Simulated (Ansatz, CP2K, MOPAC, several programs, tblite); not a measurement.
Energy against volume for CdS (NiAs type), at fixed shape and fractional coordinates, computed by several methods (PBE and r2SCAN, where shown, with plane waves in Ansatz); the cell shown is that of r2SCAN. With free coordinates or axes held, a curve is too stiff, and on another method's shape its minimum isn't the method's own volume. Space group P6_3/mmc (No. 194), hexagonal; conventional cell a = 3.841 Å, c = 6.445 Å, 20.59 Å³ an atom. Around Cd lie 6 S at 2.74 Å; around S lie 6 Cd at 2.74 Å. Computed, not measured; no magnetism was allowed, and whether the structure is a known phase isn't checked. Energies count from each curve's lowest point; fits are third-order Birch-Murnaghan.

```
Cd S
1.0
     3.84104    0.00000    0.00000
    -1.92052    3.32644    0.00000
     0.00000    0.00000    6.44527
Cd S
2 2
Direct
  0.00000 0.00000 0.00000
  0.00000 0.00000 0.50000
  0.33333 0.66667 0.25000
  0.66667 0.33333 0.75000
```

GFN2-xTB (tblite), on the shape of the cell shown, as a cluster of 72 atoms at the zone centre:
```csv
V (Å³/atom),E (meV/atom)
18.117,123.95
19.353,56.40
20.588,13.53
21.823,0.00
23.058,8.27
```
This method closes the gap of a crystal that DFT finds insulating, so its curve rests on a wrong state.
The points scatter about the fit by more than 0.3 meV an atom, so no fit is quoted.

PBE/SZV (CP2K), on the shape of the cell shown:
```
V (Å³/atom)  E (meV/atom)
     18.117        156.41
     19.353         45.23
     20.588          0.00
     21.823          0.61
     23.058         34.96
```
V₀ = 21.16 Å³ an atom and B₀ = 88 GPa.

PM7 (MOPAC), on the shape of the cell shown, as a cluster of 72 atoms at the zone centre:
```tsv
V (Å³/atom)	E (meV/atom)
18.117	712.65
19.353	351.93
20.588	138.33
21.823	30.55
23.058	0.00
```
V₀ = 23.05 Å³ an atom and B₀ = 135 GPa. The lowest point lies at an end of the range, so the fit is barely bracketed.

PBE/DZVP (CP2K), on the shape of the cell shown:
```
V (Å³/atom)  E (meV/atom)
     18.117        152.38
     19.353         52.76
     20.588          7.17
     21.823          0.00
     23.058         20.48
```
V₀ = 21.47 Å³ an atom and B₀ = 68 GPa.

light PBE (260 eV and a coarse mesh), on the shape of the cell shown:
```tsv
V (Å³/atom)	E (meV/atom)
18.941	54.15
19.764	22.63
20.588	0.57
21.411	0.23
22.235	0.00
23.058	26.63
```
The points scatter about the fit by more than 0.3 meV an atom, since at so low a cutoff the number of plane waves jumps with the volume, so no fit is quoted.

Spin-orbit coupling is left out.
